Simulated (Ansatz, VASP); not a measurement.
# Cross-check of ZnSe (Stilleite) between VASP and Ansatz, part 2 of 2

One calculation is typed for both programs; each brings its own data sets. How far apart do they land? The cell is taken from a series of runs on this material, whose earlier steps may have relaxed, scaled, displaced or heated it; both programs get it as it stands.

VASP 6.6.1 and Ansatz 0.2.0.

So far: Starting point; VASP: zone-centre phonons, LDA.

## (3) Ansatz: zone-centre phonons, LDA

Level of this step: Ansatz beside VASP: Kohn-Sham DFT, plane waves, LDA (Ansatz).

Ansatz runs on its PAW soft_1 files.

The same cell, functional (in two slightly different forms) and mesh now go to Ansatz, which takes its cutoff from its data sets.

input.yaml

```yaml
crystal:
  lattice:
    - [0.0, 2.7630556115, 2.8393489342]
    - [2.7630556115, 0.0, 2.8393489342]
    - [2.7630556115, 2.7630556115, 0.0]
  atoms:
    - { symbol: Zn, position: [0.0, 0.0, 0.0] }
    - { symbol: Se, position: [0.75, 0.75, 0.75] }
kpoints:
  mp_grid: { grid: [12, 12, 12] }
hamiltonian:
  xc: lda
  pseudopotentials: { kind: paw, azcp: { folder: soft_1 }, xc_functional: pbe }
scf:
  occupations: { method: fixed }
output:
  eigenvalues: true
phonons:
  method: dfpt
  dielectric: true
  rigid_motions: translations
```

Started as:

```console
> ansatz run input.yaml --threads 4 --pin off --max-ram 10240MiB --backend cpu --events-out ev --progress --plain --runs-dir out
```

Numbers of over 12 decimals in the logs are rounded to 6 here.

Log:

```text
Engine: ansatz 0.2.0, aarch64-unknown-linux-gnu
Pseudopotentials: kind: paw
Pseudopotential: Zn, paw, valence charge 12, recommended cutoff 420 eV (normal), soft_1/Zn.paw.azcp
Pseudopotential: Se, paw, valence charge 16, recommended cutoff 420 eV (normal), soft_1/Se.paw.azcp
Functional definition: SPW92
  exchange = slater_x
  correlation = pw_c
Crystal: 2 atoms, lattice volume = 43.354 Å³
Basis set: ecut = 420 eV, 869 PW (Γ), exchange–correlation on 54×54×54 points (8 copies of the dense FFT grid, shifted against one another)
Bands: 18, of which v1, the nominal top of the filled ones, is band 14 counted from 1 (13 counted from 0)
Symmetry: 8 space group operations
k-points: 868 of 1728 (irreducible under 1 space group operation, time reversal used)
Non-local potential: Zn, projectors of the file, l = 0: 2, l = 1: 2, l = 2: 3, l = 3: 1
Non-local potential: Se, projectors of the file, l = 0: 2, l = 1: 2, l = 2: 3, l = 3: 1
PAW form: soft (Blöchl's): semilocal exchange-correlation on the pseudo side does not see the compensation charge
PAW frozen core: Zn, regenerated for the run's functional, and the local potential with it (the file was generated under x = pbe(κ = 0.804, μ = 0.219515), c = pbe(β = 0.066725))
PAW frozen core: Se, regenerated for the run's functional, and the local potential with it (the file was generated under x = pbe(κ = 0.804, μ = 0.219515), c = pbe(β = 0.066725))
PAW one-centre angular grid: Zn, 590 points (default); XC on 64 Gauss nodes
PAW one-centre angular grid: Se, 590 points (default); XC on 64 Gauss nodes
Initial density: superposition of atomic densities (chi_scale 0.1, normalization cell, long waves kept (reshape's long-wave potential 0.00 eV rms))
Initial wavefunctions: pseudopotential atomic-orbital guess
Functional: x = slater, c = lda
SCF iter   1: F=—  HF=-8631.204507 eV  |F-HF|=—  |Δ(HF+E_count)|=         —  Δρ=5.96e-2  dr2=9.86e-1  ethr=3.10e-3  ⟨swp⟩=4.2  Hψ=74783  notcnv=0  defer=1400
preconditioner: auto → none  [insulator: Δε(μ)=1.168 eV  Ē_g=12.996 eV  n_scr=14 (ndim 8)  ℏωp=23.9 eV  f_vac=0.036  ε∞_Penn≈4.4]
SCF iter   2: F=—  HF=-8630.952143 eV  |F-HF|=—  |Δ(HF+E_count)|=   2.52e-1  Δρ=2.68e-2  dr2=1.92e-1  ethr=3.10e-3  ⟨swp⟩=3.0  Hψ=34467  notcnv=0  defer=1620
SCF iter   3: F=—  HF=-8630.866306 eV  |F-HF|=—  |Δ(HF+E_count)|=   8.58e-2  Δρ=1.17e-2  dr2=3.11e-2  ethr=6.85e-4  ⟨swp⟩=2.0  Hψ=31266  notcnv=0  defer=1664
SCF iter   4: F=—  HF=-8630.858227 eV  |F-HF|=—  |Δ(HF+E_count)|=   8.08e-3  Δρ=2.75e-3  dr2=1.80e-3  ethr=1.11e-4  ⟨swp⟩=2.3  Hψ=31459  notcnv=0  defer=1702
SCF iter   5: F=—  HF=-8630.858526 eV  |F-HF|=—  |Δ(HF+E_count)|=   2.98e-4  Δρ=1.00e-3  dr2=3.00e-4  ethr=6.43e-6  ⟨swp⟩=2.1  Hψ=25364  notcnv=0  defer=1735
SCF iter   6: F=—  HF=-8630.858577 eV  |F-HF|=—  |Δ(HF+E_count)|=   5.09e-5  Δρ=6.23e-5  dr2=1.17e-6  ethr=1.07e-6  ⟨swp⟩=2.0  Hψ=29513  notcnv=0  defer=1730
SCF iter   7: F=—  HF=-8630.858575 eV  |F-HF|=—  |Δ(HF+E_count)|=   1.57e-6  Δρ=2.21e-5  dr2=2.16e-7  ethr=4.17e-9  ⟨swp⟩=2.0  Hψ=27781  notcnv=0  defer=180
SCF iter   8: F=—  HF=-8630.858575 eV  |F-HF|=—  |Δ(HF+E_count)|=   8.89e-8  Δρ=8.03e-6  dr2=1.42e-8  ethr=7.72e-10  ⟨swp⟩=2.1  Hψ=26701  notcnv=0  defer=180
SCF iter   9: F=—  HF=-8630.858575 eV  |F-HF|=—  |Δ(HF+E_count)|=   3.22e-9  Δρ=6.74e-7  dr2=1.08e-10  ethr=5.05e-11  ⟨swp⟩=2.5  Hψ=26144  notcnv=0  defer=180
SCF iter  10: F=-8630.858575 eV  HF=-8630.858575 eV  |F-HF|=1.82e-12  |Δ(HF+E_count)|=  4.91e-11  Δρ=5.20e-8  dr2=4.05e-13  ethr=1.00e-12  ⟨swp⟩=8.0  Hψ=99120  notcnv=0
SCF 1 converged in 10 iterations: F = -8630.858575 eV  dr2 = 4.05e-13
  greatest PAW one-centre occupation: 1.000 electrons in one spin orbital (limit 2), on the Se atom at site 1 (counted from 0), in its partial waves of l = 2
NSCF: frozen V_eff on 3 k-points
DFPT response loops at Γ: preconditioner auto → none (the input reference at scf.mixing.eps_inf says where Resta's filter doesn't serve); β = 0.50; Broyden in place of MSR1
── the response to a field inside a basis, on 14×14×14 k-points: an SCF that follows is theirs, and a resumed run solves both again ──
Bands: 15, of which v1, the nominal top of the filled ones, is band 14 counted from 1 (13 counted from 0)
k-points: 735
Initial density: handed on by an earlier stage of this run
Initial wavefunctions: pseudopotential atomic-orbital guess (no wavefunctions were taken with the density)
Eigensolver: Dense (735 Hₖ)
SCF iter   1: F=—  HF=-8630.857715 eV  |F-HF|=—  |Δ(HF+E_count)|=         —  Δρ=1.43e-4  dr2=2.79e-6  ethr=1.00e-1
preconditioner: auto → none  [insulator: Δε(μ)=1.271 eV  Ē_g=9.670 eV  n_scr=14 (ndim 8)  ℏωp=23.9 eV  f_vac=0.092  ε∞_Penn≈7.1]
SCF iter   2: F=—  HF=-8630.857713 eV  |F-HF|=—  |Δ(HF+E_count)|=   1.48e-6  Δρ=1.56e-4  dr2=4.51e-6  ethr=9.97e-9
SCF iter   3: F=—  HF=-8630.857715 eV  |F-HF|=—  |Δ(HF+E_count)|=   1.40e-6  Δρ=1.12e-4  dr2=3.18e-6  ethr=9.97e-9
SCF iter   4: F=-8630.857713 eV  HF=-8630.857713 eV  |F-HF|=1.76e-8  |Δ(HF+E_count)|=   1.70e-6  Δρ=1.09e-5  dr2=2.69e-8  ethr=9.97e-9
SCF 1 converged in 4 iterations: F = -8630.857713 eV  dr2 = 2.69e-8
DFPT response loops at Γ: mixed as the last ones told, above
WARN: field response: ε∞ stands inside a basis, on 14×14×14 points; the force constants stand on the 12×12×12 k-mesh, whose period is 11.86 times the interband length at k = (0.0000, 0.0000, 0.0000), direct gap 1.187 eV, under 14: take them and everything formed from them as unconverged, and compare with a denser kpoints.mp_grid
SCF converged after 10 iterations
Free energy (F): -8630.858575 eV
Harris-Foulkes:  -8630.858575 eV  (|F-HF|=1.82e-12)
Internal energy: -8630.858575 eV  (E = F + TS)
E sigma→0 (E₀):  -8630.858575 eV
Fermi energy:    6.922968 eV
--- Per-component energies (eV) ---
  E_band       = -386.083254
  E_kinetic    = 260.518477
  E_local      = -4775.529767  (includes V_loc(G=0)·N_el)
  E_nonlocal   = 471.775661
  E_hartree    = 2208.475369
  E_xc         = -163.061875
  E_vxc        = -142.918476  (∫ρ·V_xc dr)
  E_paw        = -3871.121869  (= ΣΔE_a)
  E_vpaw       = -616.879237  (= ΣTr[D̂ρ^β])
  E_aug_tail   = -0.000655  (compensation charges beyond the density's cutoff)
  E_ewald      = -2765.688420
  E_core_change = 3.774503  (= ΣΔE_core)
  E_smearing   = -0.000000  (= −TS)
  E_closure    = -0.000000  (closes the sum)
  Σ components = -8630.858575   (vs F -8630.858575, Δ=0.00e0)
--- Band table (eV; the first three rows and the last of 868) ---
  k-point 0: bands = [... 10 lower, 0.4508, 6.8115, 6.9230, 6.9230, 8.1097, 12.5873, 12.5873, 12.5974]
  k-point 1: bands = [... 10 lower, 0.4495, 6.0782, 6.7682, 6.8484, 8.7578, 12.5119, 12.7206, 12.7303]
  k-point 2: bands = [... 10 lower, 0.4473, 4.8521, 6.5564, 6.6589, 9.4054, 12.6555, 13.0275, 13.0338]
  k-point 867: bands = [... 10 lower, 0.6228, 1.2793, 5.8536, 6.0254, 9.3145, 13.0789, 13.2941, 15.3559]
--- Phonons (Γ-DFPT): 4 representative perturbations + reference, on 868 of 1728 k-points (Σ response iterations 13) ---
  k mesh reduced under 1 symmetry operation, with k and −k counted as one. Each operation leaves every solved perturbation unchanged. A smaller set is not considered because the run solves the response to a homogeneous field
  ASR residual: 8.346e-5 → 0.000e0 eV/Å²; symmetrization residual: 9.031e-6 eV/Å²
  ASR residual per site (eV/Å²): 8.35e-5 3.20e-5
  Γ frequencies (cm⁻¹): 0.00 0.00 0.00 214.99 214.99 217.29
  ε∞ (high-frequency dielectric tensor):
        7.500409    -0.000000    -0.000000
       -0.000000     7.500409    -0.000000
       -0.000000    -0.000000     7.599607
  ε⁰ (static dielectric tensor: ions relaxed, cell fixed):
       10.111401    -0.000000    -0.000000
       -0.000000    10.111401    -0.000000
       -0.000000    -0.000000    10.382673
  ε⁰ − ε∞ (ionic part):
        2.610991     0.000000    -0.000000
        0.000000     2.610991    -0.000000
       -0.000000    -0.000000     2.783066
  softest optical mode at Γ: 214.99 cm⁻¹; the repairs (sum rule, projections) moved no ω² at Γ by more than (0.76 cm⁻¹)²
  Born effective charges Z* (e; rows j = field, columns β = displacement):
    site 0:
         1.95012    0.00000   -0.00000
         0.00000    1.95012    0.00000
        -0.00000    0.00000    2.03489
    site 1:
        -1.95012   -0.00000    0.00000
        -0.00000   -1.95012   -0.00000
         0.00000   -0.00000   -2.03489
  Z* charge neutrality: 1.162e-3 e pre-enforcement
  solved inside a basis spanned on kpoints, on 14×14×14 k-points transformed towards the longest dipole: ε∞ is read to err by 2.0e-2, Z* by 1.8e-2 e (field_mesh: kpoints solves on kpoints); Z* is corrected for what the basis lacks
  optical modes at Γ without the LO–TO term, one row a degenerate level:
      ω (cm⁻¹)  modes    IR ((D/Å)²/amu)
        214.99      2             4.9059
        217.29      1             2.6709
  optical modes at Γ + LO–TO along q̂ = [1.0000, 0.0000, 0.0000]:
      ω (cm⁻¹)  modes    IR ((D/Å)²/amu)
        214.99      1             2.4530
        217.29      1             2.6709
        249.62      1             2.4530
  optical modes at Γ + LO–TO along q̂ = [0.0000, 1.0000, 0.0000]:
      ω (cm⁻¹)  modes    IR ((D/Å)²/amu)
        214.99      1             2.4530
        217.29      1             2.6709
        249.62      1             2.4530
  optical modes at Γ + LO–TO along q̂ = [0.0000, 0.0000, 1.0000]:
      ω (cm⁻¹)  modes    IR ((D/Å)²/amu)
        214.99      2             4.9059
        253.97      1             2.6709
```

## (4) Side by side

Known differences besides the potentials themselves: the two LDA forms differ slightly; fixed occupations in Ansatz, narrow Gaussian smearing in VASP; VASP's response is taken on the typed mesh, Ansatz refines its own for the field response alone; the data sets hold 28 valence electrons in Ansatz (on its PAW soft_1 files) and 18 in VASP; the cutoff is 420 eV in Ansatz and 500 eV in VASP; VASP's log shows a relativistic correction to its local exchange, Ansatz's none. Total energies have different zeros and are not compared.

Compared:

```tsv
quantity	Ansatz	VASP	difference
ε∞ xx	7.50	7.53	-0.40 %
ε∞ yy	7.50	7.53	-0.40 %
ε∞ zz	7.60	7.60	-0.02 %
Born charge of Zn1 (mean of the diagonal) (e)	1.98	1.98	0.00
Born charge of Se2 (mean of the diagonal) (e)	-1.98	-1.98	0.00
optical mode 1 to 2 (cm⁻¹)	215.0	217.0	-0.91 %
optical mode 3 (cm⁻¹)	217.3	219.5	-1.01 %
```

Modes are paired by rising frequency, not by their patterns, so a pair may set unlike modes beside each other; they are those without the splitting of longitudinal modes.

## (5) Summary of results

```
r.m.s. difference of the optical zone-centre modes, each program's sorted by frequency (zone-centre phonons, LDA) : 2.1 cm⁻¹
difference in optical mode 3 (zone-centre phonons, LDA)                                                           : -1.0 %
```

**Reading.** The r.m.s. difference of the optical zone-centre modes, each program's sorted by frequency is 2.1 cm⁻¹ (zone-centre phonons, LDA). The data sets hold unlike numbers of valence electrons (28 in Ansatz and 18 in VASP), so part of the differences comes from the potentials. Among the rows given in per cent, the largest difference of the zone-centre phonons, LDA pair is in optical mode 3, -1.0 %. How closely two codes agree says nothing of how well the functional describes the real material.

[Lines on the potential files, build, host, timing and source positions are cut from VASP's logs without a mark.]

[Logs are printed without paths, hosts, clocks, repeated set-up lines and the standing remarks that a program may print on its own settings, such as how far it seeks lower states.]

[Hosts, paths, dates, database ids (printed as entryN), source tags and the programs' standing remarks are cut or masked in the printed files.]
